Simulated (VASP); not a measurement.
# Mg2Sn (Fm-3m) in VASP: further runs

Aim: see how the results for Mg2Sn move with the level of theory and the settings. Levels: PBE, PBE+D3(BJ). Tasks: relaxation of cell and atoms.

Everything below comes from runs of VASP 6.6.1. Logs are shortened: lines on timing, memory, paths and dates and some standing lists are left out, and cuts for length are marked.

**1. Starting point**

Symmetry: Fm-3m, No. 225, cubic system. Conventional cell: a = 6.812 Å, b = 6.812 Å, c = 6.812 Å, α = 90.00°, β = 90.00°, γ = 90.00°. Around Mg (site symmetry -43m) lie 4 Sn at 2.95 Å. Sn (site symmetry m-3m) is surrounded by 8 Mg at 2.95 Å.

**2. Relaxation of cell and atoms, PBE**

The input, INCAR:

```
ALGO     = Normal         # electronic algorithm
EDIFF    = 1E-7           # SCF threshold, eV
EDIFFG   = -0.005         # ionic threshold
ENCUT    = 600            # plane-wave cutoff, eV
GGA      = PE             # functional
IBRION   = 2              # ionic algorithm
ISIF     = 3              # what is computed and relaxed
ISMEAR   = 1              # smearing method
LASPH    = True           # aspherical terms in the spheres
LCHARG   = False          # write CHGCAR
LREAL    = False          # projectors in reciprocal space
LWAVE    = False          # write WAVECAR
NELM     = 80             # most SCF steps
NSW      = 90             # ionic steps
PREC     = Accurate       # precision mode
SIGMA    = 0.1            # smearing width, eV
```

The input, KPOINTS:

```
k-points
0
Gamma
  10 10 10
```

The input, POSCAR:

```
Mg2Sn                                   
1.0
   -0.0000000000      3.4059319044      3.4059319044
    3.4059319044     -0.0000000000      3.4059319044
    3.4059319044      3.4059319044      0.0000000000
  Mg              Sn            
     2     1
Direct
     0.2500000000000000    0.2500000000000000    0.2500000000000000
     0.7500000000000000    0.7500000000000000    0.7500000000000000
     1.0000000000000000    1.0000000000000000    1.0000000000000000
```

Potentials or basis: VASP PAW PBE potentials, release 64 (Mg, Sn_d).

On the command line:

```sh
$ cat potpaw_PBE.64/Mg/POTCAR potpaw_PBE.64/Sn_d/POTCAR > POTCAR
$ mpirun -np 1 vasp_std > vasp.out
```

OUTCAR:

```text
EDIFF = 1E-7
   EDIFFG = -0.005
   ENCUT = 600
   GGA = PE
   IBRION = 2
   ISIF = 3
   ISMEAR = 1
   LASPH = True
   LREAL = False
   NELM = 80
   NSW = 90
   PREC = Accurate

 ion  position               nearest neighbor table
   1  0.250  0.250  0.250-   3 2.95   3 2.95   3 2.95   3 2.95   2 3.41   2 3.41   2 3.41   2 3.41
                             2 3.41   2 3.41
   2  0.750  0.750  0.750-   3 2.95   3 2.95   3 2.95   3 2.95   1 3.41   1 3.41   1 3.41   1 3.41
                             1 3.41   1 3.41
   3  0.000  0.000  0.000-   1 2.95   2 2.95   2 2.95   2 2.95   2 2.95   1 2.95   1 2.95   1 2.95

  LATTYP: Found a face centered cubic cell.
 ALAT       =     6.8118638088

  Lattice vectors:

 A1 = (   0.0000000000,   3.4059319044,   3.4059319044)
 A2 = (   3.4059319044,   0.0000000000,   3.4059319044)
 A3 = (   3.4059319044,   3.4059319044,   0.0000000000)

Analysis of symmetry for initial positions (statically):
=====================================================================
 Subroutine PRICEL returns:
 Original cell was already a primitive cell.

 Routine SETGRP: Setting up the symmetry group for a
 face centered cubic supercell.

 Subroutine GETGRP returns: Found 48 space group operations
 (whereof 48 operations were pure point group operations)
 out of a pool of 48 trial point group operations.

The static configuration has the point symmetry O_h .

Analysis of symmetry for dynamics (positions and initial velocities):
=====================================================================
 Subroutine PRICEL returns:
 Original cell was already a primitive cell.

 Routine SETGRP: Setting up the symmetry group for a
 face centered cubic supercell.

 Subroutine GETGRP returns: Found 48 space group operations
 (whereof 48 operations were pure point group operations)
 out of a pool of 48 trial point group operations.

The dynamic configuration has the point symmetry O_h .

 Subroutine INISYM returns: Found 48 space group operations
 (whereof 48 operations are pure point group operations),
 and found     1 'primitive' translations

----------------------------------------------------------------------------------------

                                     Primitive cell

  volume of cell :      79.0202

  direct lattice vectors                    reciprocal lattice vectors
     0.000000000  3.405931904  3.405931904    -0.146802700  0.146802700  0.146802700
     3.405931904  0.000000000  3.405931904     0.146802700 -0.146802700  0.146802700
     3.405931904  3.405931904  0.000000000     0.146802700  0.146802700 -0.146802700

  length of vectors
     4.816715092  4.816715092  4.816715092     0.254269735  0.254269735  0.254269735

  position of ions in fractional coordinates (direct lattice)
     0.250000000  0.250000000  0.250000000
     0.750000000  0.750000000  0.750000000
     0.000000000  0.000000000  0.000000000

  ion indices of the primitive-cell ions
   primitive index   ion index
                 1           1
                 2           2
                 3           3

----------------------------------------------------------------------------------------

 KPOINTS: k-points

Automatic generation of k-mesh.
 Grid dimensions read from file:
 generate k-points for:   10   10   10

 Generating k-lattice:

  Cartesian coordinates                     Fractional coordinates (reciprocal lattice)
    -0.014680270  0.014680270  0.014680270     0.100000000  0.000000000  0.000000000
     0.014680270 -0.014680270  0.014680270     0.000000000  0.100000000  0.000000000
     0.014680270  0.014680270 -0.014680270     0.000000000  0.000000000  0.100000000

  Length of vectors
     0.025426974  0.025426974  0.025426974

  Shift w.r.t. Gamma in fractional coordinates (k-lattice)
     0.000000000  0.000000000  0.000000000

 Subroutine IBZKPT returns following result:
 ===========================================

 Found     47 irreducible k-points:

 Following reciprocal coordinates:
            Coordinates               Weight
  0.000000  0.000000  0.000000      1.000000
  0.100000  0.000000  0.000000      8.000000
  0.200000  0.000000  0.000000      8.000000
  0.300000  0.000000  0.000000      8.000000
  0.400000  0.000000  0.000000      8.000000
  0.500000  0.000000  0.000000      4.000000
[... 16 lines left out ...]
  0.300000  0.300000  0.000000      6.000000
  0.400000  0.300000  0.000000     24.000000
 [... further k-points ...]
   k-points           NKPTS =     47   k-points in BZ     NKDIM =     47   number of bands    NBANDS=     13
   number of dos      NEDOS =    301   number of ions     NIONS =      3
   total plane-waves  NPLWV =  64000
   dimension x,y,z NGX =    40 NGY =   40 NGZ =   40
   dimension x,y,z NGXF=    80 NGYF=   80 NGZF=   80
   ions per type =               2   1
   NGX,Y,Z   is equivalent  to a cutoff of  13.81, 13.81, 13.81 a.u.
   NGXF,Y,Z  is equivalent  to a cutoff of  27.61, 27.61, 27.61 a.u.
 SYSTEM =  unknown system
   PREC   = accura    normal or accurate (medium, high low for compatibility)
   ISTART =      0    job   : 0-new  1-cont  2-samecut
   ICHARG =      2    charge: 1-file 2-atom 10-const
   ISPIN  =      1    spin polarized calculation?
   LNONCOLLINEAR =      F non collinear calculations
   LSORBIT =      F    spin-orbit coupling
   LASPH  =      T    aspherical Exc in radial PAW
   ENCUT  =  600.0 eV  44.10 Ry    6.64 a.u.   9.62  9.62  9.62*2*pi/ulx,y,z
   NELM   =     80;   NELMIN=  2; NELMDL= -5     # of ELM steps
   EDIFF  = 0.1E-06   stopping-criterion for ELM
   LREAL  =      F    real-space projection
   EDIFFG = -.5E-02   stopping-criterion for IOM
   NSW    =     90    number of steps for IOM
   IBRION =      2    ionic relax: 0-MD 1-quasi-New 2-CG
   NFREE  =      1    steps in history (QN), initial steepest desc. (CG)
   ISIF   =      3    stress and relaxation
   ISYM   =      2    0-nonsym 1-usesym 2-fastsym
   POTIM  = 0.5000    time-step for ionic-motion
   TEBEG  =    0.0;   TEEND  =   0.0 temperature during run
   PSTRESS=    0.0 pullay stress
   NELECT =      18.0000    total number of electrons
   NUPDOWN=      -1.0000    fix difference up-down
   EMIN   =  10.00;   EMAX   =-10.00  energy-range for DOS
   EFERMI =   0.00;   METHOD = LEGACY
   ISMEAR =     1;   SIGMA  =   0.10  broadening in eV -4-tet -1-fermi 0-gaus
   EFERMI_NEDOS =   21; number of points for ismear=-14 and -15
   IALGO  =     38    algorithm
   IMIX   =      4    mixing-type and parameters
     AMIX     =   0.40;   BMIX     =  1.00
     AMIX_MAG =   1.60;   BMIX_MAG =  1.00
  volume/ion in A,a.u.               =      26.34       177.75
  Fermi-wavevector in a.u.,A,eV,Ry     =   0.999815  1.889377 13.600796  0.999630
  Thomas-Fermi vector in A             =   2.132130
   LORBIT       =      0    0 simple, 1 ext, 2 COOP (PROOUT), +10 PAW based schemes
   GGA     = PE    functional components
   LHFCALC =     F    Hartree Fock is set to
   AEXX    =    0.0000 exact exchange contribution
   IVDW    =     0    specifies the selected vdW correction
   LEPSILON=     F    determine dielectric tensor
   LRPA    =     F    only Hartree local field effects (RPA)
 conjugate gradient relaxation of ions
 non-spin polarized calculation
 Methfessel and Paxton  Order N= 1 SIGMA  =   0.10
  energy-cutoff  :      600.00
  volume of cell :       79.02
 maximum number of plane-waves:      2685
   NGX = 19   NGY = 19   NGZ = 19

--------------------------------------- Ionic step        1  -------------------------------------------

 number of electron      18.0000004 magnetization

 Free energy of the ion-electron system (eV)
  ---------------------------------------------------
  ext. energy  EPLUGINS =         0.00000000
  ---------------------------------------------------
  free energy    TOTEN  =        -7.43325427 eV

  energy without entropy =       -7.43320181  energy(sigma->0) =       -7.43323679

------------------------ aborting loop because EDIFF is reached ----------------------------------------

  FORCE on cell =-STRESS in cart. coord.  units (eV):
  Direction    XX          YY          ZZ          XY          YZ          ZX
  --------------------------------------------------------------------------------------
  -------------------------------------------------------------------------------------
  Total       -0.0220551     -0.0220551     -0.0220551      0.0000000      0.0000000      0.0000000
  in kB       -0.4471791     -0.4471791     -0.4471791      0.0000000      0.0000000      0.0000000
  external PRESSURE =      -0.4471791 kB  Pullay stress =       0.0000000 kB

 VOLUME and BASIS-vectors are now :
 -----------------------------------------------------------------------------
  energy-cutoff  :      600.00
  volume of cell :       79.02
      direct lattice vectors                 reciprocal lattice vectors
     0.000000000  3.405931904  3.405931904    -0.146802700  0.146802700  0.146802700
     3.405931904  0.000000000  3.405931904     0.146802700 -0.146802700  0.146802700
     3.405931904  3.405931904  0.000000000     0.146802700  0.146802700 -0.146802700

 POSITION                                       TOTAL-FORCE (eV/Angst)
 -----------------------------------------------------------------------------------
      1.70297      1.70297      1.70297        -0.000000      0.000000     -0.000000
      5.10890      5.10890      5.10890         0.000000     -0.000000      0.000000
      0.00000      0.00000      0.00000         0.000000      0.000000     -0.000000
 -----------------------------------------------------------------------------------
    total drift:                               -0.000000      0.000000     -0.000000

  FREE ENERGIE OF THE ION-ELECTRON SYSTEM (eV)
  ---------------------------------------------------
  free  energy   TOTEN  =        -7.4332542718 eV

  energy  without entropy=       -7.4332018136  energy(sigma->0) =       -7.43323679

--------------------------------------- Ionic step        2  -------------------------------------------

 number of electron      18.0000004 magnetization

 Free energy of the ion-electron system (eV)
  ---------------------------------------------------
  ext. energy  EPLUGINS =         0.00000000
  ---------------------------------------------------
  free energy    TOTEN  =        -7.43326528 eV

  energy without entropy =       -7.43321583  energy(sigma->0) =       -7.43324879

 E-fermi :   4.0768     XC(G=0):  -8.6818

 val. band max:        4.0594221522   @ k =   0.4000   0.4000   0.0000
 cond. band min:       4.1317686411   @ k =   0.0000   0.0000   0.0000
 fundamental gap:      0.0723464889
 Fermi energy:         4.0767738527

 k-point     1 :       0.0000    0.0000    0.0000
  band No.  band energies     occupation
      1     -16.8334      2.00000
      2     -16.8334      2.00000
      3     -16.8334      2.00000
      4     -16.7969      2.00000
      5     -16.7969      2.00000
      6      -4.8809      2.00000
      7       4.1318      0.20742
      8       4.1318      0.20742
      9       4.1318      0.20742
     10       5.4274     -0.00000
     11       6.2440      0.00000
     12       6.2440      0.00000
     13       6.2440      0.00000
[... 353 lines left out ...]
 k-point    24 :       0.4000    0.3000    0.0000
  band No.  band energies     occupation
      1     -16.8354      2.00000
      2     -16.8287      2.00000
      3     -16.8285      2.00000
      4     -16.7983      2.00000
      5     -16.7948      2.00000
      6      -3.6826      2.00000
      7       0.4169      2.00000
      8       1.9820      2.00000
      9       2.3683      2.00000
     10       4.4932     -0.00000
     11       5.1708     -0.00000
     12       9.0255      0.00000
     13       9.1955      0.00000

 [... further k-points ...]
[... 5 lines left out ...]
  --------------------------------------------------------------------------------------
  -------------------------------------------------------------------------------------
  Total        0.0012613      0.0012613      0.0012613     -0.0000000      0.0000000     -0.0000000
  in kB        0.0256010      0.0256010      0.0256010     -0.0000000      0.0000000     -0.0000000
  external PRESSURE =       0.0256010 kB  Pullay stress =       0.0000000 kB

 VOLUME and BASIS-vectors are now :
 -----------------------------------------------------------------------------
  energy-cutoff  :      600.00
  volume of cell :       78.94
      direct lattice vectors                 reciprocal lattice vectors
    -0.000000000  3.404723938  3.404723938    -0.146854784  0.146854784  0.146854784
     3.404723938  0.000000000  3.404723938     0.146854784 -0.146854784  0.146854784
     3.404723938  3.404723938  0.000000000     0.146854784  0.146854784 -0.146854784

 POSITION                                       TOTAL-FORCE (eV/Angst)
 -----------------------------------------------------------------------------------
      1.70236      1.70236      1.70236         0.000000      0.000000      0.000000
      5.10709      5.10709      5.10709        -0.000000     -0.000000     -0.000000
     -0.00000      3.40472      3.40472         0.000000      0.000000      0.000000
 -----------------------------------------------------------------------------------
    total drift:                               -0.000000     -0.000000     -0.000000

  FREE ENERGIE OF THE ION-ELECTRON SYSTEM (eV)
  ---------------------------------------------------
  free  energy   TOTEN  =        -7.4332652773 eV

  energy  without entropy=       -7.4332158253  energy(sigma->0) =       -7.43324879

 reached required accuracy - stopping structural energy minimisation
```

Run time: 60 s. Hardware: 1 thread of AMD EPYC 9R45 (Zen 5), shared host; peak memory 0.25 GiB.

What came out:

```yaml
Free_energy: -7.4333 eV
Relaxed_volume: 26.31 Å³/atom
Relaxed_cell: a = 4.815 Å, b = 4.815 Å, c = 4.815 Å, α = 60.00°, β = 60.00°, γ = 60.00°
Space_group_after_relaxing_to_0.05_Å: Fm-3m (No. 225)
Energy_gained_by_relaxing: 0.0 meV/atom
Ionic_steps: 2
Pressure_after_relaxing: 0.0 GPa
Band_gap_on_the_k_mesh: none (metal or under the smearing width)
```

Final structure:
```
Mg Sn
1.0
     0.00000    3.40472    3.40472
     3.40472    0.00000    3.40472
     3.40472    3.40472    0.00000
Mg Sn
2 1
Cartesian
  1.7024 1.7024 1.7024
  5.1071 5.1071 5.1071
  0.0000 3.4047 3.4047
```

Caveat: this crystal is a semiconductor, whose small gap the functional closes, so the metal is an error of the method.

**3. Relaxation of cell and atoms, PBE+D3(BJ)**

This run uses another cell than the first one, of 25.50 Å³/atom, 0.968 times its volume.

The input, INCAR:

```
PREC = Accurate
ENCUT = 600
EDIFF = 1E-6
ISMEAR = 1
SIGMA = 0.1
LREAL = F
LASPH = T
NELM = 80
ALGO = Normal
ISIF = 3
LWAVE = F
LCHARG = F
GGA = PE
IVDW = 12
IBRION = 2
NSW = 90
EDIFFG = -0.01
```

The input, KPOINTS:

```
Automatic mesh
0
Gamma
  10 10 10
```

The input, POSCAR:

```
Mg2Sn
1.0
    0.0000000000      3.3695000000      3.3695000000
    3.3695000000      0.0000000000      3.3695000000
    3.3695000000      3.3695000000      0.0000000000
Mg Sn
2 1
Direct
    0.2500000000      0.2500000000      0.2500000000
    0.7500000000      0.7500000000      0.7500000000
    0.0000000000      0.0000000000      0.0000000000
```

Potentials or basis: VASP PAW PBE potentials, release 64 (Mg, Sn_d).

On the command line:

```sh
$ cat potpaw_PBE.64/Mg/POTCAR potpaw_PBE.64/Sn_d/POTCAR > POTCAR
$ mpirun -np 1 vasp_std > vasp.out
```

Wall time 49 s (1 thread of Intel Xeon 6975P-C (Granite Rapids), shared host); peak memory 0.29 GiB.

It converged, with:

```yaml
Free_energy: -8.3203 eV
Relaxed_volume: 25.15 Å³/atom
Relaxed_cell: a = 4.743 Å, b = 4.743 Å, c = 4.743 Å, α = 60.00°, β = 60.00°, γ = 60.00°
Space_group_after_relaxing_to_0.05_Å: Fm-3m (No. 225)
Energy_gained_by_relaxing: 0.8 meV/atom
Ionic_steps: 2
Pressure_after_relaxing: 0.0 GPa
Band_gap_on_the_k_mesh: none (metal or under the smearing width)
Dispersion_energy_per_atom: -0.303 eV
```

The path:
```
step  energy change (eV)  largest force (eV/Å)  pressure (GPa)  volume (Å³)
   1              0.0000                0.0000           -0.60        76.51
   2             -0.0023                0.0000           -0.05        75.45
```

Final structure:
```yaml
crystal:
  lattice:
    - [0.00000, 3.35387, 3.35387]
    - [3.35387, 0.00000, 3.35387]
    - [3.35387, 3.35387, 0.00000]
  atoms:
    - { symbol: Mg, position: [0.25000, 0.25000, 0.25000] }
    - { symbol: Mg, position: [0.75000, 0.75000, 0.75000] }
    - { symbol: Sn, position: [0.00000, 0.00000, 0.00000] }
```

Levels at points of the mesh, in eV from the Fermi level:
```
           k point  band 7  band 8  band 9  band 10  band 11  band 12
(0.00, 0.00, 0.00)    0.03    0.03    0.03     1.59     2.21     2.21
(0.50, 0.00, 0.00)   -4.87   -0.81   -0.81     0.79     2.26     2.26
(0.50, 0.50, 0.00)   -4.64   -2.12   -2.12    -0.09     0.17     7.36
```

Caveat: pairwise dispersion overbinds metals, which lowers pressure and volume; this crystal is a semiconductor, whose small gap the functional closes, so the metal is an error of the method.

**4. Relaxation of cell and atoms, PBE+D3(BJ)**

This run uses another cell than the first one, of 25.15 Å³/atom, 0.955 times its volume.

INCAR: that of step 3 with these lines changed.

```diff
@@ -2,3 +2,3 @@
 ENCUT = 600
-EDIFF = 1E-6
+EDIFF = 1E-7
 ISMEAR = 1
@@ -16,2 +16,2 @@
 NSW = 90
-EDIFFG = -0.01
+EDIFFG = -0.005
```

KPOINTS is that of step 3.

The input, POSCAR:

```
Mg2Sn                                   
1.0
   -0.0000000000      3.3538691684      3.3538691684
    3.3538691684      0.0000000000      3.3538691684
    3.3538691684      3.3538691684      0.0000000000
  Mg              Sn            
     2     1
Direct
     0.2500000000000000    0.2500000000000000    0.2500000000000000
     0.7500000000000000    0.7500000000000000    0.7500000000000000
     1.0000000000000000    0.0000000000000000    1.0000000000000000
```

On the command line:

```sh
$ cat potpaw_PBE.64/Mg/POTCAR potpaw_PBE.64/Sn_d/POTCAR > POTCAR
$ mpirun -np 1 vasp_std > vasp.out
```

Run time: 29 s. Hardware: 1 thread of Intel Xeon 6975P-C (Granite Rapids), shared host; peak memory 0.28 GiB.

Results (log left out):

| Quantity | Value |
| --- | --- |
| Free energy | -8.3202 eV |
| Pressure after relaxing | 0.0 GPa |
| Band gap on the k mesh | none (metal or under the smearing width) |
| Dispersion energy per atom | -0.303 eV |

Final structure:
```cif
data_structure
_symmetry_space_group_name_H-M 'P 1'
_symmetry_Int_Tables_number 1
_cell_length_a 4.7431
_cell_length_b 4.7431
_cell_length_c 4.7431
_cell_angle_alpha 60.000
_cell_angle_beta 60.000
_cell_angle_gamma 60.000
_cell_volume 75.45
loop_
_atom_site_label
_atom_site_type_symbol
_atom_site_fract_x
_atom_site_fract_y
_atom_site_fract_z
_atom_site_occupancy
Mg1 Mg 0.25000 0.25000 0.25000 1
Mg2 Mg 0.75000 0.75000 0.75000 1
Sn1 Sn 0.00000 0.00000 0.00000 1
```

Levels at points of the mesh, in eV from the Fermi level:
```csv
k point,band 7,band 8,band 9,band 10,band 11,band 12
"(0.00, 0.00, 0.00)",0.03,0.03,0.03,1.59,2.21,2.21
"(0.50, 0.00, 0.00)",-4.87,-0.81,-0.81,0.79,2.26,2.26
"(0.50, 0.50, 0.00)",-4.64,-2.12,-2.12,-0.09,0.17,7.36
```

Caveat: the relaxation stopped at its first step, so nothing moved; pairwise dispersion overbinds metals, which lowers pressure and volume; this crystal is a semiconductor, whose small gap the functional closes, so the metal is an error of the method.
